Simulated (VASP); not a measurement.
An input for Quantum ESPRESSO's pw.x (written as the equivalent of a VASP run, and not itself run):

```
&CONTROL
  calculation = 'scf'
  pseudo_dir = './pseudo'
  outdir = './out'
  tprnfor = .true.
  tstress = .true.
/
&SYSTEM
  ibrav = 0
  nat = 3
  ntyp = 2
  ecutwfc = 84
  occupations = 'smearing'
  smearing = 'fermi-dirac'
  degauss = 0.009996
  input_dft = 'pbe'
/
&ELECTRONS
  conv_thr = 7.3e-08
  electron_maxstep = 100
/
ATOMIC_SPECIES
  Sr 87.620 Sr.upf
  F 18.998 F.upf
CELL_PARAMETERS angstrom
     0.0000000    2.8842090    2.8842090
     2.8842090    0.0000000    2.8842090
     2.8842090    2.8842090    0.0000000
ATOMIC_POSITIONS crystal
  Sr   0.0000000  0.0000000  0.0000000
  F    0.7500000  0.7500000  0.7500000
  F    0.2500000  0.2500000  0.2500000
K_POINTS automatic
  4 4 4 0 0 0
```

Task: Write the VASP files for the same calculation (PBE).

Result: This is not unique; one that fits is 
**POSCAR**
```
SrF2
1
    0.0000000000     2.8842090000     2.8842090000
    2.8842090000     0.0000000000     2.8842090000
    2.8842090000     2.8842090000     0.0000000000
Sr F
1 2
Direct
  0.0000000000   0.0000000000   0.0000000000
  0.7500000000   0.7500000000   0.7500000000
  0.2500000000   0.2500000000   0.2500000000
```

**KPOINTS**
```
Automatic
0
gamma
 4 4 4
0 0 0
```

### INCAR
```
SYSTEM = SrF2
PREC = Accurate
ENCUT = 400
EDIFF = 1E-6
NELM = 100
ALGO = Normal
LREAL = .FALSE.
LASPH = .TRUE.
ISMEAR = -1
SIGMA = 0.136
GGA = PE
LMAXMIX = 4
LWAVE = .FALSE.
LCHARG = .FALSE.
ISIF = 2
```

POTCAR, in this order: Sr_sv F (PBE.64 set). Program: vasp_std.

The two are equivalent in intent, not identical: the potentials are each code's own (VASP's PAW set, PseudoDojo norm-conserving files in pw.x), so ENCUT and ecutwfc are chosen apart and not converted; conv_thr bounds pw.x's estimated SCF error, while EDIFF bounds the energy change between steps.

The structure comes from a computed database's SrF2 entry; how it stands against other phases isn't given here. The cell was not relaxed at this level. The k-mesh is coarse (spacing up to 0.47 per Å, 2π included), so the numbers may not be converged in it. The run is one of a series of settings (ISMEAR = -1, SIGMA = 0.136, KPOINTS 4×4×4 Γ-centred mesh against the base run), some of them coarse on purpose.
